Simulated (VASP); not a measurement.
# Na (Pm-3m) in VASP: single point with PBEsol

Aim: the single point of Na with PBEsol.

All numbers are computed with VASP 6.6.1; they aren't measurements. Logs are shortened: lines on timing, memory, paths and dates and some standing lists are left out, and cuts for length are marked.

## Step 1: The structure

Symmetry: Pm-3m, No. 221, cubic system. Conventional cell: a = 7.023 Å, b = 7.023 Å, c = 7.023 Å, α = 90.00°, β = 90.00°, γ = 90.00°.

This isn't the form of Na at room conditions, which is bcc.

## Step 2: Single point, PBEsol

INCAR

```
PREC = Accurate ; ENCUT = 520
EDIFF = 1E-6 ; ISMEAR = 0
SIGMA = 0.1 ; LREAL = False
LASPH = True ; NELM = 60
ALGO = Fast ; ISIF = 2
LWAVE = False ; LCHARG = False
GGA = PS ; NBANDS = 10
```

KPOINTS

```
Automatic mesh
0
Gamma
  4 4 4
```

POSCAR

```
Na
1.0
    7.0233428623      0.0000000000      0.0000000000
    0.0000000000      7.0233428623      0.0000000000
    0.0000000000      0.0000000000      7.0233428623
Na
1
Direct
    0.0000000000      0.0000000000      0.0000000000
```

Potentials or basis: VASP PAW PBE potentials, release 64 (Na_pv).

Started as:

```bash
> cat potpaw_PBE.64/Na_pv/POTCAR > POTCAR
> mpirun -np 1 vasp_std > vasp.out
```

OUTCAR:

```text
PREC = Accurate
   ENCUT = 520
   EDIFF = 1E-6
   ISMEAR = 0
   LREAL = False
   LASPH = True
   NELM = 60
   ISIF = 2
   GGA = PS

 ion  position               nearest neighbor table
   1  0.000  0.000  0.000-

  LATTYP: Found a simple cubic cell.
 ALAT       =     7.0233428623

  Lattice vectors:

 A1 = (   7.0233428623,   0.0000000000,   0.0000000000)
 A2 = (   0.0000000000,   7.0233428623,   0.0000000000)
 A3 = (   0.0000000000,   0.0000000000,   7.0233428623)

Analysis of symmetry for initial positions (statically):
=====================================================================
 Subroutine PRICEL returns:
 Original cell was already a primitive cell.

 Routine SETGRP: Setting up the symmetry group for a
 simple cubic supercell.

 Subroutine GETGRP returns: Found 48 space group operations
 (whereof 48 operations were pure point group operations)
 out of a pool of 48 trial point group operations.

The static configuration has the point symmetry O_h .

Analysis of symmetry for dynamics (positions and initial velocities):
=====================================================================
 Subroutine PRICEL returns:
 Original cell was already a primitive cell.

 Routine SETGRP: Setting up the symmetry group for a
 simple cubic supercell.

 Subroutine GETGRP returns: Found 48 space group operations
 (whereof 48 operations were pure point group operations)
 out of a pool of 48 trial point group operations.

The dynamic configuration has the point symmetry O_h .

 Subroutine INISYM returns: Found 48 space group operations
 (whereof 48 operations are pure point group operations),
 and found     1 'primitive' translations

----------------------------------------------------------------------------------------

                                     Primitive cell

  volume of cell :     346.4429

  direct lattice vectors                    reciprocal lattice vectors
     7.023342862  0.000000000  0.000000000     0.142382341  0.000000000  0.000000000
     0.000000000  7.023342862  0.000000000     0.000000000  0.142382341  0.000000000
     0.000000000  0.000000000  7.023342862     0.000000000  0.000000000  0.142382341

  length of vectors
     7.023342862  7.023342862  7.023342862     0.142382341  0.142382341  0.142382341

  position of ions in fractional coordinates (direct lattice)
     0.000000000  0.000000000  0.000000000

  ion indices of the primitive-cell ions
   primitive index   ion index
                 1           1

----------------------------------------------------------------------------------------

 KPOINTS: Automatic mesh

Automatic generation of k-mesh.
 Grid dimensions read from file:
 generate k-points for:    4    4    4

 Generating k-lattice:

  Cartesian coordinates                     Fractional coordinates (reciprocal lattice)
     0.035595585  0.000000000  0.000000000     0.250000000  0.000000000  0.000000000
     0.000000000  0.035595585  0.000000000     0.000000000  0.250000000  0.000000000
     0.000000000  0.000000000  0.035595585     0.000000000  0.000000000  0.250000000

  Length of vectors
     0.035595585  0.035595585  0.035595585

  Shift w.r.t. Gamma in fractional coordinates (k-lattice)
     0.000000000  0.000000000  0.000000000

 Subroutine IBZKPT returns following result:
 ===========================================

 Found     10 irreducible k-points:

 Following reciprocal coordinates:
            Coordinates               Weight
  0.000000  0.000000  0.000000      1.000000
  0.250000  0.000000  0.000000      6.000000
  0.500000  0.000000  0.000000      3.000000
  0.250000  0.250000  0.000000     12.000000
  0.500000  0.250000  0.000000     12.000000
  0.500000  0.500000  0.000000      3.000000
  0.250000  0.250000  0.250000      8.000000
  0.500000  0.250000  0.250000     12.000000
  0.500000  0.500000  0.250000      6.000000
  0.500000  0.500000  0.500000      1.000000
   k-points           NKPTS =     10   k-points in BZ     NKDIM =     10   number of bands    NBANDS=     10
   number of dos      NEDOS =    301   number of ions     NIONS =      1
   total plane-waves  NPLWV = 157464
   dimension x,y,z NGX =    54 NGY =   54 NGZ =   54
   dimension x,y,z NGXF=   108 NGYF=  108 NGZF=  108
   ions per type =               1
   NGX,Y,Z   is equivalent  to a cutoff of  12.78, 12.78, 12.78 a.u.
   NGXF,Y,Z  is equivalent  to a cutoff of  25.56, 25.56, 25.56 a.u.
 SYSTEM =  unknown system
   PREC   = accura    normal or accurate (medium, high low for compatibility)
   ISTART =      0    job   : 0-new  1-cont  2-samecut
   ICHARG =      2    charge: 1-file 2-atom 10-const
   ISPIN  =      1    spin polarized calculation?
   LNONCOLLINEAR =      F non collinear calculations
   LSORBIT =      F    spin-orbit coupling
   LASPH  =      T    aspherical Exc in radial PAW
   ENCUT  =  520.0 eV  38.22 Ry    6.18 a.u.  13.06 13.06 13.06*2*pi/ulx,y,z
   NELM   =     60;   NELMIN=  2; NELMDL= -5     # of ELM steps
   EDIFF  = 0.1E-05   stopping-criterion for ELM
   LREAL  =      F    real-space projection
   EDIFFG = 0.1E-04   stopping-criterion for IOM
   NSW    =      0    number of steps for IOM
   IBRION =     -1    ionic relax: 0-MD 1-quasi-New 2-CG
   NFREE  =      0    steps in history (QN), initial steepest desc. (CG)
   ISIF   =      2    stress and relaxation
   ISYM   =      2    0-nonsym 1-usesym 2-fastsym
   POTIM  = 0.5000    time-step for ionic-motion
   TEBEG  =    0.0;   TEEND  =   0.0 temperature during run
   PSTRESS=    0.0 pullay stress
   NELECT =       7.0000    total number of electrons
   NUPDOWN=      -1.0000    fix difference up-down
   EMIN   =  10.00;   EMAX   =-10.00  energy-range for DOS
   EFERMI =   0.00;   METHOD = LEGACY
   ISMEAR =     0;   SIGMA  =   0.10  broadening in eV -4-tet -1-fermi 0-gaus
   EFERMI_NEDOS =   21; number of points for ismear=-14 and -15
   IALGO  =     68    algorithm
   IMIX   =      4    mixing-type and parameters
     AMIX     =   0.40;   BMIX     =  1.00
     AMIX_MAG =   1.60;   BMIX_MAG =  1.00
  volume/ion in A,a.u.               =     346.44      2337.91
  Fermi-wavevector in a.u.,A,eV,Ry     =   0.445893  0.842615  2.705114  0.198820
  Thomas-Fermi vector in A             =   1.423866
   LORBIT       =      0    0 simple, 1 ext, 2 COOP (PROOUT), +10 PAW based schemes
   GGA     = PS    functional components
   LHFCALC =     F    Hartree Fock is set to
   AEXX    =    0.0000 exact exchange contribution
   IVDW    =     0    specifies the selected vdW correction
   LEPSILON=     F    determine dielectric tensor
   LRPA    =     F    only Hartree local field effects (RPA)
 non-spin polarized calculation
 RMM-DIIS sequential band-by-band and
 Gauss-broadening in eV      SIGMA  =   0.10
  energy-cutoff  :      520.00
  volume of cell :      346.44
 maximum number of plane-waves:      9358
 NGX is ok and might be reduce to    54
   NGX = 27   NGY = 27   NGZ = 27

 number of electron       7.0000020 magnetization

 Free energy of the ion-electron system (eV)
  ---------------------------------------------------
  ext. energy  EPLUGINS =         0.00000000
  ---------------------------------------------------
  free energy    TOTEN  =        -0.18258701 eV

  energy without entropy =       -0.16214012  energy(sigma->0) =       -0.17236356

 E-fermi :  -2.3165     XC(G=0):  -2.4066

 val. band max:       -2.3471320593   @ k =   0.2500   0.2500   0.2500
 cond. band min:      -2.2976903593   @ k =   0.5000   0.2500   0.0000
 fundamental gap:      0.0494417000
 Fermi energy:        -2.3164689061

 k-point     1 :       0.0000    0.0000    0.0000
  band No.  band energies     occupation
      1     -28.4082      2.00000
      2     -28.4082      2.00000
      3     -28.4082      2.00000
      4      -2.7153      2.00000
      5       0.3954      0.00000
      6       0.3954      0.00000
      7       0.3954      0.00000
      8       0.7026      0.00000
      9       1.0954      0.00000
     10       1.0954      0.00000

 k-point     2 :       0.2500    0.0000    0.0000
  band No.  band energies     occupation
      1     -28.4082      2.00000
      2     -28.4082      2.00000
      3     -28.4082      2.00000
      4      -2.5908      1.99990
      5      -0.5732      0.00000
      6       0.5097      0.00000
      7       0.5097      0.00000
      8       0.9944      0.00000
      9       1.2447      0.00000
     10       2.2233      0.00000

 k-point     3 :       0.5000    0.0000    0.0000
  band No.  band energies     occupation
      1     -28.4082      2.00000
      2     -28.4082      2.00000
      3     -28.4082      2.00000
      4      -2.4163      1.84207
      5      -1.1038      0.00000
      6       0.6644      0.00000
      7       0.6644      0.00000
      8       1.3005      0.00000
      9       1.4839      0.00000
     10       1.9612      0.00000

 k-point     4 :       0.2500    0.2500    0.0000
  band No.  band energies     occupation
      1     -28.4082      2.00000
      2     -28.4082      2.00000
      3     -28.4082      2.00000
      4      -2.4680      1.96794
      5      -0.4802      0.00000
      6      -0.3853      0.00000
      7       0.6205      0.00000
      8       1.2590      0.00000
      9       1.4406      0.00000
     10       2.4251      0.00000

 k-point     5 :       0.5000    0.2500    0.0000
  band No.  band energies     occupation
      1     -28.4082      2.00000
      2     -28.4082      2.00000
      3     -28.4082      2.00000
      4      -2.2977      0.79057
      5      -0.9604      0.00000
      6      -0.2251      0.00000
      7       0.7685      0.00000
      8       0.8697      0.00000
      9       1.5464      0.00000
     10       2.2198      0.00000

 k-point     6 :       0.5000    0.5000    0.0000
  band No.  band energies     occupation
      1     -28.4082      2.00000
      2     -28.4082      2.00000
      3     -28.4082      2.00000
      4      -2.1360      0.01071
      5      -0.7373      0.00000
      6      -0.7373      0.00000
      7       0.2815      0.00000
      8       0.9040      0.00000
      9       1.8080      0.00000
     10       2.4594      0.00000

 k-point     7 :       0.2500    0.2500    0.2500
  band No.  band energies     occupation
      1     -28.4082      2.00000
      2     -28.4082      2.00000
      3     -28.4082      2.00000
      4      -2.3471      1.33545
      5      -0.3801      0.00000
      6      -0.2543      0.00000
      7      -0.2543      0.00000
      8       1.4262      0.00000
      9       1.6761      0.00000
     10       1.6761      0.00000

 k-point     8 :       0.5000    0.2500    0.2500
  band No.  band energies     occupation
      1     -28.4082      2.00000
      2     -28.4082      2.00000
      3     -28.4082      2.00000
      4      -2.1806      0.05470
      5      -0.8197      0.00000
      6      -0.1291      0.00000
      7      -0.0636      0.00000
      8       0.9531      0.00000
      9       1.1247      0.00000
     10       1.8397      0.00000

 k-point     9 :       0.5000    0.5000    0.2500
  band No.  band energies     occupation
      1     -28.4082      2.00000
      2     -28.4082      2.00000
      3     -28.4082      2.00000
      4      -2.0221      0.00003
      5      -0.6040      0.00000
      6      -0.6040      0.00000
      7       0.0866      0.00000
      8       0.4483      0.00000
      9       1.3159      0.00000
     10       1.3159      0.00000

 k-point    10 :       0.5000    0.5000    0.5000
  band No.  band energies     occupation
      1     -28.4082      2.00000
      2     -28.4082      2.00000
      3     -28.4082      2.00000
      4      -1.8699      0.00000
      5      -0.4075      0.00000
      6      -0.4075      0.00000
      7      -0.4075      0.00000
      8       0.7529      0.00000
      9       0.7529      0.00000
     10       0.7529      0.00000

------------------------ aborting loop because EDIFF is reached ----------------------------------------

  FORCE on cell =-STRESS in cart. coord.  units (eV):
  Direction    XX          YY          ZZ          XY          YZ          ZX
  --------------------------------------------------------------------------------------
  -------------------------------------------------------------------------------------
  Total       -0.3050605     -0.3050605     -0.3050605     -0.0000000      0.0000000      0.0000000
  in kB       -1.4107983     -1.4107983     -1.4107983     -0.0000000      0.0000000      0.0000000
  external PRESSURE =      -1.4107983 kB  Pullay stress =       0.0000000 kB

 VOLUME and BASIS-vectors are now :
 -----------------------------------------------------------------------------
  energy-cutoff  :      520.00
  volume of cell :      346.44
      direct lattice vectors                 reciprocal lattice vectors
     7.023342862  0.000000000  0.000000000     0.142382341  0.000000000  0.000000000
     0.000000000  7.023342862  0.000000000     0.000000000  0.142382341  0.000000000
     0.000000000  0.000000000  7.023342862     0.000000000  0.000000000  0.142382341

 POSITION                                       TOTAL-FORCE (eV/Angst)
 -----------------------------------------------------------------------------------
      0.00000      0.00000      0.00000         0.000000      0.000000      0.000000
 -----------------------------------------------------------------------------------
    total drift:                                0.000000      0.000000     -0.000000

  FREE ENERGIE OF THE ION-ELECTRON SYSTEM (eV)
  ---------------------------------------------------
  free  energy   TOTEN  =        -0.1825870053 eV

  energy  without entropy=       -0.1621401170  energy(sigma->0) =       -0.17236356
```

It took 16 s on 1 thread of AMD EPYC 9R45 (Zen 5), shared host; peak memory 0.33 GiB.

What came out:

- Free energy: -0.1826 eV
- Pressure: -0.1 GPa
- Band gap on the k mesh: none (metal or under the smearing width)

Caveat: the PAW data sets were made with another functional, which shifts forces and pressure a little.
